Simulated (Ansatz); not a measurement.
# TiNi (P4/mmm) in Ansatz: notebook

The runs below take TiNi through single point, equation of state, with PBEsol.

Everything below comes from runs of Ansatz 0.2.0. Logs are shortened: lines on timing, memory, paths and dates and some standing lists are left out, and cuts for length are marked.

## Step 1: The crystal as given

The structure is tetragonal, space group P4/mmm (No. 123). Conventional cell: a = 2.736 Å, b = 2.736 Å, c = 3.581 Å, α = 90.00°, β = 90.00°, γ = 90.00°. Around Ni (site symmetry 4/mmm) lie 8 Ti at 2.64 Å and 4 Ni at 2.74 Å. Ti (site symmetry 4/mmm) has 8 Ni at 2.64 Å and 4 Ti at 2.74 Å as nearest neighbours.

The cell comes from a database or a generator and needn't be the stable form of this composition.

## Step 2: Single point, PBEsol, collinear spin, ferromagnetic start, 12.60 Å³/atom (volume scaled by 0.94)

The input, input.yaml:

```yaml
crystal:
  lattice:
    - [2.679954615, 0.0, 0.0]
    - [0.0, 2.679954615, 0.0]
    - [0.0, 0.0, 3.5082994856]
  atoms:
    - { symbol: Ni, position: [0.0, 0.0, 0.0], spin: 1.0 }
    - { symbol: Ti, position: [0.5, 0.5, 0.5], spin: 1.0 }
hamiltonian:
  xc: pbesol
  pseudopotentials: { kind: paw }
magnetization:
  spin_polarized: true
kpoints:
  mp_grid: { grid: [10, 10, 8] }
scf:
  occupations: { method: fermi_dirac, width: 0.05 }
output:
  forces: true
  stress: true
  eigenvalues: true
```

Potentials or basis: Ansatz PAW.

Run with:

```
> ansatz run input.yaml --threads 2 --pin off --max-ram 5632MiB --backend cpu --events-out ev --progress --plain --runs-dir out
```

Output:

```text
Warning: RAYON_NUM_THREADS=2 ignored (pool sized by the plan → 2); use --threads N
Engine: ansatz 0.2.0, aarch64-unknown-linux-gnu
Pseudopotentials: kind: paw
Pseudopotential: Ni, paw, valence charge 18, recommended cutoff 420 eV (normal), Ni.paw.azcp
Pseudopotential: Ti, paw, valence charge 12, recommended cutoff 420 eV (normal), Ti.paw.azcp
Functional definition: PBEsol
  exchange = pbesol_x
  correlation = pbesol_c
Crystal: 2 atoms, lattice volume = 25.197 Å³
Basis set: ecut = 420 eV, 511 PW (Γ), exchange–correlation on 36×36×48 points (8 copies of the dense FFT grid, shifted against one another)
Bands: 20, of which v1, the nominal top of the filled ones, is band 15 counted from 1 (14 counted from 0)
Symmetry: 16 space group operations
Space group: P4/mmm (ITA 123), of the structure as read, at distance tolerance 2.9e-5 Å
Magnetic group: BNS 123.339 (UNI 999), of the structure as read, at distance tolerance 2.9e-5 Å
k-points: 105 of 800
Non-local potential: Ni, projectors of the file, l = 0: 3, l = 1: 2, l = 2: 3, l = 3: 1
Non-local potential: Ti, projectors of the file, l = 0: 3, l = 1: 2, l = 2: 3, l = 3: 1
PAW form: soft (Blöchl's): semilocal exchange-correlation on the pseudo side does not see the compensation charge
PAW frozen core: Ni, regenerated for the run's functional, and the local potential with it (the file was generated under x = pbe(κ = 0.804, μ = 0.2195149727645171), c = pbe(β = 0.06672455060314922))
PAW frozen core: Ti, regenerated for the run's functional, and the local potential with it (the file was generated under x = pbe(κ = 0.804, μ = 0.2195149727645171), c = pbe(β = 0.06672455060314922))
PAW one-centre angular grid: Ni, 590 points (default); XC on 64 Gauss nodes
PAW one-centre angular grid: Ti, 590 points (default); XC on 64 Gauss nodes
Initial density: superposition of atomic densities (chi_scale 0.1, normalization cell)
Starting moments: Σ|m| = 2 μB on 2 of 2 sites
Initial wavefunctions: pseudopotential atomic-orbital guess
Functional: x = pbesol(κ = 0.804, μ = 0.12345679012345678), c = pbesol(β = 0.046)
SCF iter   1: F=—  HF=-8279.623208 eV  |F-HF|=—  |Δ(HF+E_count)|=         —  Δρ=1.27e-1 (↑1.27e-1 ↓4.84e-2)  dr2=1.80e0  dr2_m=1.55e0  M=0.329 μB ∫|m|=0.351 μB  β_m=0.30  ethr=3.10e-3  ⟨swp⟩=3.4  Hψ=15724  notcnv=0
Mixer restart at iter 1: flushing history
preconditioner: auto → none  [metal: Δε(μ)=0.008 eV  Ē_g=5.623 eV  σ=0.050 eV  W_gap=0.04  n_scr=6 (ndim 8)  ℏωp=27.7 eV  f_vac=0.000  D(μ)=2.02/eV (n_scr^D=28)  sad-step TF]
SCF iter   2: F=—  HF=-8278.806085 eV  |F-HF|=—  |Δ(HF+E_count)|=   8.17e-1  Δρ=7.07e-2 (↑6.86e-2 ↓7.07e-2)  dr2=7.73e-1  dr2_m=9.69e-1  M=0.242 μB ∫|m|=0.262 μB  β_m=0.50  ethr=3.10e-3  ⟨swp⟩=2.0  Hψ=7901  notcnv=0  defer=7
SCF iter   3: F=—  HF=-8279.285222 eV  |F-HF|=—  |Δ(HF+E_count)|=   4.79e-1  Δρ=5.71e-2 (↑5.71e-2 ↓2.83e-2)  dr2=7.57e-1  dr2_m=2.80e-1  M=0.233 μB ∫|m|=0.255 μB  β_m=0.52  ethr=2.58e-3  ⟨swp⟩=3.4  Hψ=8661  notcnv=0  defer=7
SCF iter   4: F=—  HF=-8279.476438 eV  |F-HF|=—  |Δ(HF+E_count)|=   1.91e-1  Δρ=1.85e-2 (↑1.38e-2 ↓1.85e-2)  dr2=6.06e-2  dr2_m=5.06e-2  M=0.125 μB ∫|m|=0.138 μB  β_m=0.54  ethr=2.52e-3  ⟨swp⟩=2.1  Hψ=6825  notcnv=0  defer=9
SCF iter   5: F=—  HF=-8279.567662 eV  |F-HF|=—  |Δ(HF+E_count)|=   9.12e-2  Δρ=9.56e-3 (↑4.23e-3 ↓9.56e-3)  dr2=3.11e-2  dr2_m=2.10e-3  M=0.077 μB ∫|m|=0.085 μB  β_m=0.76  ethr=2.02e-4  ⟨swp⟩=2.3  Hψ=6819  notcnv=0  defer=9
SCF iter   6: F=—  HF=-8279.574224 eV  |F-HF|=—  |Δ(HF+E_count)|=   6.56e-3  Δρ=1.42e-3 (↑1.42e-3 ↓1.41e-3)  dr2=5.20e-4  dr2_m=3.91e-4  M=0.048 μB ∫|m|=0.051 μB  β_m=0.74  ethr=1.04e-4  ⟨swp⟩=2.0  Hψ=6770  notcnv=0  defer=9
SCF iter   7: F=—  HF=-8279.574215 eV  |F-HF|=—  |Δ(HF+E_count)|=   9.01e-6  Δρ=1.40e-3 (↑1.40e-3 ↓7.60e-4)  dr2=5.76e-4  dr2_m=8.90e-5  M=0.035 μB ∫|m|=0.036 μB  β_m=0.87  ethr=1.73e-6  ⟨swp⟩=2.0  Hψ=6256  notcnv=0  defer=9
SCF iter   8: F=—  HF=-8279.574400 eV  |F-HF|=—  |Δ(HF+E_count)|=   1.85e-4  Δρ=3.80e-4 (↑3.09e-4 ↓3.80e-4)  dr2=6.95e-6  dr2_m=2.59e-5  M=0.021 μB ∫|m|=0.021 μB  β_m=0.93  ethr=1.73e-6  ⟨swp⟩=2.0  Hψ=5648  notcnv=0  defer=9
SCF iter   9: F=—  HF=-8279.574418 eV  |F-HF|=—  |Δ(HF+E_count)|=   1.76e-5  Δρ=2.53e-4 (↑2.53e-4 ↓2.38e-4)  dr2=5.05e-6  dr2_m=1.20e-5  M=0.013 μB ∫|m|=0.013 μB  β_m=0.96  ethr=2.32e-8  ⟨swp⟩=2.0  Hψ=7051  notcnv=0  defer=9
SCF iter  10: F=—  HF=-8279.574426 eV  |F-HF|=—  |Δ(HF+E_count)|=   8.09e-6  Δρ=7.36e-5 (↑4.31e-5 ↓7.36e-5)  dr2=4.97e-7  dr2_m=6.95e-7  M=0.002 μB ∫|m|=0.002 μB  β_m=0.98  ethr=1.68e-8  ⟨swp⟩=2.0  Hψ=6622  notcnv=0  defer=9
SCF iter  11: F=—  HF=-8279.574426 eV  |F-HF|=—  |Δ(HF+E_count)|=   1.02e-8  Δρ=4.57e-5 (↑4.57e-5 ↓1.91e-5)  dr2=6.02e-7  dr2_m=1.14e-7  M=-0.001 μB ∫|m|=0.001 μB  β_m=0.95  ethr=1.66e-9  ⟨swp⟩=2.0  Hψ=6858  notcnv=0  defer=9
SCF iter  12: F=—  HF=-8279.574426 eV  |F-HF|=—  |Δ(HF+E_count)|=   3.18e-7  Δρ=2.60e-5 (↑2.60e-5 ↓1.80e-5)  dr2=3.29e-7  dr2_m=6.74e-9  M=-0.000 μB ∫|m|=0.000 μB  β_m=0.85  ethr=1.66e-9  ⟨swp⟩=2.1  Hψ=5908  notcnv=0  defer=9
SCF iter  13: F=—  HF=-8279.574426 eV  |F-HF|=—  |Δ(HF+E_count)|=   6.15e-9  Δρ=2.80e-6 (↑2.80e-6 ↓2.24e-6)  dr2=3.84e-9  dr2_m=7.18e-11  M=0.000 μB ∫|m|=0.000 μB  β_m=0.86  ethr=1.10e-9  ⟨swp⟩=2.0  Hψ=5514  notcnv=0  defer=9
SCF iter  14: F=-8279.574426 eV  HF=-8279.574426 eV  |F-HF|=5.77e-9  |Δ(HF+E_count)|=   1.43e-9  Δρ=2.19e-6 (↑1.96e-6 ↓2.19e-6)  dr2=6.03e-9  dr2_m=4.32e-12  M=0.000 μB ∫|m|=0.000 μB  ethr=1.28e-11  ⟨swp⟩=2.0  Hψ=12949  notcnv=0
SCF 1 converged in 14 iterations: F = -8279.574426 eV  dr2 = 6.03e-9
WARN: the starting moments were not kept: the SCF closed with an absolute magnetisation of 1.1e-5 μB, where they sum to 2 μB in size (2 sites). That is at most 0.1 of that sum. Measured as dr2_m measures the in/out step, that magnetisation stands 5.5e-11 eV from none, at or under the dr2_threshold of 1.0e-7 eV: it is no larger than a step whose dr2_m would equal this threshold. The system may hold no moment; this SCF shows only that its start led to no more than that. To try another start: raise the starting moments (crystal.atoms[].spin, magnetization.per_species, magnetization.initial_magnetization, or on a non-collinear deck that types none of these the spinor_matrix: blocks that start its atoms; where the total moment is fixed, keep their sum and leave initial_magnetization as it is; typed ones take the place of any that the run laid by itself, positive ones on a crystal's lanthanoids without a Hubbard term where scf.initial_density.shell_occupations: [] is typed) or, if the notice of its spin-set hold's release reads "site moments contracting" or "site moments show no strong build", lengthen the hold (scf.mixing.spin_hold: { on: { confirm: 4 } }; for m-r²SCAN on two components see the key's manual first). Each may lead to a state that holds a moment. A second SCF, from the converged charge density, with the starting moments and any scf.initial_density.shell_occupations laid on it anew, would have followed, and was not run: the deck does not ask for one (magnetization.retry_lost_moments is false, the default). To let it run, set magnetization.retry_lost_moments: true and run the deck again, where that key's refused combinations let it; where memory then withholds it, that run's warning says so.
SCF converged after 14 iterations
Magnetization: 0.0000 μB (15.0000 up, 15.0000 down)
Absolute magnetization: 0.0000 μB (∫|ρ↑−ρ↓|, with the PAW one-centre terms)
Spin contamination: 0.0000 ħ² per cell (⟨S²⟩ above its minimum at these occupations)
Per-site moments (μB) at R_I (Å): [(-2.0082924911922964e-7, 1.0651864817479861), (8.295996848716038e-6, 1.0651864817479861)]
Free energy (F): -8279.574426 eV
Harris-Foulkes:  -8279.574426 eV  (|F-HF|=5.77e-9)
Internal energy: -8279.554762 eV  (E = F + TS)
E sigma→0 (E₀):  -8279.564594 eV
Entropy (-TS):   -0.019665 eV (-9.832 meV/atom)
Fermi energy:    17.231687 eV
--- Per-component energies (eV) ---
  E_band       = -415.669067
  E_kinetic    = 559.668710
  E_local      = -4463.222568  (includes V_loc(G=0)·N_el)
  E_nonlocal   = 642.719679
  E_hartree    = 1885.108092
  E_xc         = -183.300482
  E_vxc        = -233.659948  (∫ρ·V_xc dr)
  E_paw        = -2615.905330  (= ΣΔE_a)
  E_vpaw       = -691.393412  (= ΣTr[D̂ρ^β])
  E_aug_tail   = 0.000545  (compensation charges beyond the density's cutoff)
  E_ewald      = -4104.960080
  E_core_change = 0.336673  (= ΣΔE_core)
  E_smearing   = -0.019665  (= −TS)
  E_closure    = -0.000000  (closes the sum)
  Σ components = -8279.574426   (vs F -8279.574426, Δ=0.00e0)
--- Forces (eV/Å), atoms counted from 1 ---
  atom   1  Ni     0.00000000    -0.00000000     0.00000000
  atom   2  Ti     0.00000000     0.00000000     0.00000000
  max |Σ_I F_I| component: 5.05e-29 eV/Å
--- Stress (GPa, compression-positive) ---
        4.492555       0.000000       0.000000
        0.000000       4.492555       0.000000
        0.000000       0.000000       3.449701
  P = ⅓ Tr σ = 4.1449 GPa (41.449 kbar)
--- Band table (eV; the first three rows and the last of 210) ---
  k-point 0 ↑: bands = ["-85.9477", "-46.5227", "-46.4369", "-46.4369", "-39.2170", "-15.5771", "-15.1842", "-15.1842", "9.3484", "13.0252", "13.5525", "15.2735", "15.2735", "15.9841", "16.9282", "17.9763", "20.4362", "20.4362", "20.9080", "21.3252"]
  k-point 1 ↑: bands = ["-85.9477", "-46.5233", "-46.4369", "-46.4369", "-39.2157", "-15.5895", "-15.1841", "-15.1841", "9.5735", "13.0904", "13.6254", "15.3072", "15.3072", "15.9937", "16.8245", "17.7462", "20.2597", "20.2597", "20.7804", "20.8925"]
  k-point 2 ↑: bands = ["-85.9477", "-46.5245", "-46.4368", "-46.4368", "-39.2127", "-15.6194", "-15.1838", "-15.1838", "10.2177", "13.2179", "13.8231", "15.3947", "15.3947", "16.0170", "16.5528", "16.9927", "19.8569", "19.8569", "19.8809", "20.8548"]
  k-point 104 ↓: bands = ["-85.9395", "-46.5146", "-46.4836", "-46.4836", "-39.0014", "-15.8374", "-15.8374", "-15.4587", "14.0183", "14.4741", "14.5574", "14.5574", "15.6307", "15.6307", "15.7107", "16.5007", "20.2221", "21.9569", "24.7465", "26.2180"]
```

It took 4.8 s on 2 threads of Arm Neoverse V2, shared host; peak memory 0.4 GiB.

Results:

| Quantity | Value |
| --- | --- |
| Free energy | -8279.5744 eV |
| Pressure | 4.1 GPa |
| Band gap on the k mesh | none (metal or under the smearing width) |
| Net moment | 0.00 μB per cell |
| Absolute moment | 0.00 μB per cell |

Caveat: the PAW data sets come from PBE, with cores solved anew for the run's functional, which leaves a small shift of forces and pressure; the starting moments weren't kept.

## Step 3: Single point, PBEsol, collinear spin, ferromagnetic start, 12.87 Å³/atom (volume scaled by 0.96)

Changes to input.yaml since step 2:

```diff
@@ -2,5 +2,5 @@
   lattice:
-    - [2.679954615, 0.0, 0.0]
-    - [0.0, 2.679954615, 0.0]
-    - [0.0, 0.0, 3.5082994856]
+    - [2.6988281566, 0.0, 0.0]
+    - [0.0, 2.6988281566, 0.0]
+    - [0.0, 0.0, 3.5330066341]
   atoms:
@@ -21 +21,5 @@
   eigenvalues: true
+  write_density: true
+  write_potential: true
+  elf: true
+  volumetric_format: npy
```

Potentials or basis: Ansatz PAW.

Run with:

```
> ansatz run input.yaml --threads 2 --pin off --max-ram 5632MiB --backend cpu --events-out ev --progress --plain --runs-dir out
```

Run time: 5.8 s. Hardware: 2 threads of Arm Neoverse V2, shared host; peak memory 0.41 GiB.

Results (log left out):

| Quantity | Value |
| --- | --- |
| Free energy | -8279.5818 eV |
| Pressure | 0.3 GPa |
| Band gap on the k mesh | none (metal or under the smearing width) |
| Net moment | 0.00 μB per cell |
| Absolute moment | 0.00 μB per cell |

Caveat: the PAW data sets come from PBE, with cores solved anew for the run's functional, which leaves a small shift of forces and pressure; the starting moments weren't kept.

## Step 4: Single point, PBEsol, collinear spin, ferromagnetic start, 13.13 Å³/atom (volume scaled by 0.98)

Changes to input.yaml since step 3:

```diff
@@ -2,5 +2,5 @@
   lattice:
-    - [2.6988281566, 0.0, 0.0]
-    - [0.0, 2.6988281566, 0.0]
-    - [0.0, 0.0, 3.5330066341]
+    - [2.7174413528, 0.0, 0.0]
+    - [0.0, 2.7174413528, 0.0]
+    - [0.0, 0.0, 3.557372967]
   atoms:
```

Run with:

```
> ansatz run input.yaml --threads 2 --pin off --max-ram 5632MiB --backend cpu --events-out ev --progress --plain --runs-dir out
```

Run time: 5.7 s. Hardware: 2 threads of Arm Neoverse V2, shared host; peak memory 0.41 GiB.

The run converged. Its results:

- Free energy: -8279.5769 eV
- Pressure: -3.1 GPa
- Band gap on the k mesh: none (metal or under the smearing width)
- Net moment: 0.00 μB per cell
- Absolute moment: 0.00 μB per cell

Caveat: the PAW data sets come from PBE, with cores solved anew for the run's functional, which leaves a small shift of forces and pressure; the starting moments weren't kept.

## Step 5: Single point, PBEsol, collinear spin, ferromagnetic start, 13.40 Å³/atom

Changes to input.yaml since step 4:

```diff
@@ -2,5 +2,5 @@
   lattice:
-    - [2.7174413528, 0.0, 0.0]
-    - [0.0, 2.7174413528, 0.0]
-    - [0.0, 0.0, 3.557372967]
+    - [2.735803, 0.0, 0.0]
+    - [0.0, 2.735803, 0.0]
+    - [0.0, 0.0, 3.58141]
   atoms:
@@ -21,5 +21 @@
   eigenvalues: true
-  write_density: true
-  write_potential: true
-  elf: true
-  volumetric_format: npy
```

Run with:

```
> ansatz run input.yaml --threads 2 --pin off --max-ram 5632MiB --backend cpu --events-out ev --progress --plain --runs-dir out
```

It took 5.3 s on 2 threads of Arm Neoverse V2, shared host; peak memory 0.4 GiB.

The run converged. Its results:

* Free energy: -8279.5611 eV
* Pressure: -6.2 GPa
* Band gap on the k mesh: none (metal or under the smearing width)
* Net moment: 0.00 μB per cell
* Absolute moment: 0.00 μB per cell

Caveat: the PAW data sets come from PBE, with cores solved anew for the run's functional, which leaves a small shift of forces and pressure; the starting moments weren't kept.

## Step 6: Single point, PBEsol, collinear spin, ferromagnetic start, 13.67 Å³/atom (volume scaled by 1.02)

Changes to input.yaml since step 5:

```diff
@@ -2,5 +2,5 @@
   lattice:
-    - [2.735803, 0.0, 0.0]
-    - [0.0, 2.735803, 0.0]
-    - [0.0, 0.0, 3.58141]
+    - [2.7539214287, 0.0, 0.0]
+    - [0.0, 2.7539214287, 0.0]
+    - [0.0, 0.0, 3.6051286382]
   atoms:
@@ -21 +21,5 @@
   eigenvalues: true
+  write_density: true
+  write_potential: true
+  elf: true
+  volumetric_format: npy
```

Potentials or basis: Ansatz PAW.

Run with:

```
> ansatz run input.yaml --threads 2 --pin off --max-ram 5632MiB --backend cpu --events-out ev --progress --plain --runs-dir out
```

Run time: 6.7 s. Hardware: 2 threads of Arm Neoverse V2, shared host; peak memory 0.41 GiB.

It converged, with:

- Free energy: -8279.5356 eV
- Pressure: -9.0 GPa
- Band gap on the k mesh: none (metal or under the smearing width)
- Net moment: 0.00 μB per cell
- Absolute moment: 0.00 μB per cell

Caveat: the PAW data sets come from PBE, with cores solved anew for the run's functional, which leaves a small shift of forces and pressure; the starting moments weren't kept.

## Step 7: Single point, PBEsol, collinear spin, ferromagnetic start, 13.94 Å³/atom (volume scaled by 1.04)

Changes to input.yaml since step 6:

```diff
@@ -2,5 +2,5 @@
   lattice:
-    - [2.7539214287, 0.0, 0.0]
-    - [0.0, 2.7539214287, 0.0]
-    - [0.0, 0.0, 3.6051286382]
+    - [2.7718045364, 0.0, 0.0]
+    - [0.0, 2.7718045364, 0.0]
+    - [0.0, 0.0, 3.6285392204]
   atoms:
@@ -21,5 +21 @@
   eigenvalues: true
-  write_density: true
-  write_potential: true
-  elf: true
-  volumetric_format: npy
```

Run with:

```
> ansatz run input.yaml --threads 2 --pin off --max-ram 5632MiB --backend cpu --events-out ev --progress --plain --runs-dir out
```

Run time: 5.5 s. Hardware: 2 threads of Arm Neoverse V2, shared host; peak memory 0.41 GiB.

Results (log left out):

```yaml
Free_energy: -8279.5012 eV
Pressure: -11.5 GPa
Band_gap_on_the_k_mesh: none (metal or under the smearing width)
Net_moment: 0.00 μB per cell
Absolute_moment: 0.00 μB per cell
```

Caveat: the PAW data sets come from PBE, with cores solved anew for the run's functional, which leaves a small shift of forces and pressure; the starting moments weren't kept.

## Step 8: Single point, PBEsol, collinear spin, ferromagnetic start, 14.21 Å³/atom (volume scaled by 1.06)

Changes to input.yaml since step 7:

```diff
@@ -2,5 +2,5 @@
   lattice:
-    - [2.7718045364, 0.0, 0.0]
-    - [0.0, 2.7718045364, 0.0]
-    - [0.0, 0.0, 3.6285392204]
+    - [2.7894598184, 0.0, 0.0]
+    - [0.0, 2.7894598184, 0.0]
+    - [0.0, 0.0, 3.6516515584]
   atoms:
```

Run with:

```
> ansatz run input.yaml --threads 2 --pin off --max-ram 5632MiB --backend cpu --events-out ev --progress --plain --runs-dir out
```

Run time: 5.6 s. Hardware: 2 threads of Arm Neoverse V2, shared host; peak memory 0.41 GiB.

The run converged. Its results:

| Quantity | Value |
| --- | --- |
| Free energy | -8279.4589 eV |
| Pressure | -13.7 GPa |
| Band gap on the k mesh | none (metal or under the smearing width) |
| Net moment | 0.00 μB per cell |
| Absolute moment | 0.00 μB per cell |

Caveat: the PAW data sets come from PBE, with cores solved anew for the run's functional, which leaves a small shift of forces and pressure; the starting moments weren't kept.

## Step 9: Equation of state, PBEsol, collinear spin, ferromagnetic start

Potentials or basis: Ansatz PAW.

This step only gathers the single runs of the series.

Results:

```
Equilibrium volume                        : 12.89 Å³/atom
Bulk modulus at fixed shape and positions : 173 GPa
Pressure derivative of the bulk modulus   : 4.2
```

Energy against volume, from the lowest point:
```
volume (Å³/atom)  energy (meV/atom)
          12.599               3.66
          12.867               0.00
          13.135               2.42
          13.403              10.31
          13.671              23.10
          13.939              40.29
          14.207              61.42
```

Caveat: the cell was scaled at fixed shape and fractional positions, which overstates the stiffness of a crystal with free parameters, most of all of layers and chains.
